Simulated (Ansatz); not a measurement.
C, 2 atoms in the cell. The structure is cubic, space group Fd-3m (No. 227). Conventional cell: a = 3.567 Å, b = 3.567 Å, c = 3.567 Å, α = 90.00°, β = 90.00°, γ = 90.00°. C (site symmetry -43m) is surrounded by 4 C at 1.54 Å. This isn't the form of C at room conditions, which is graphite.

| Quantity | Value |
| --- | --- |
| Program | Ansatz 0.2.0 |
| Task | single point |
| Functional | HSE06 |
| Potentials or basis | all-electron PAW datasets made for the crystal |
| Cutoff | 600 eV (chosen from the basis error) |
| k mesh | 10 × 10 × 10 |
| Occupations | fermi-dirac, width 0.05 eV |
| Spin | no spin polarisation |

Potentials or basis: all-electron PAW datasets made for the crystal.

Run with:

```bash
$ ansatz run input.yaml --threads 2 --pin off --max-ram 8192MiB --backend cpu --events-out ev --progress --plain --runs-dir out
```

Hardware: 2 threads of AMD EPYC (Zen 3) (shared host).

Estimate the wall time of this run.

Wall time 9.3 min on 2 threads of AMD EPYC (Zen 3), with other jobs on the host, peak memory 0.84 GiB. Counts: scf iterations 8, plane waves 339, k points 47, bands 8.
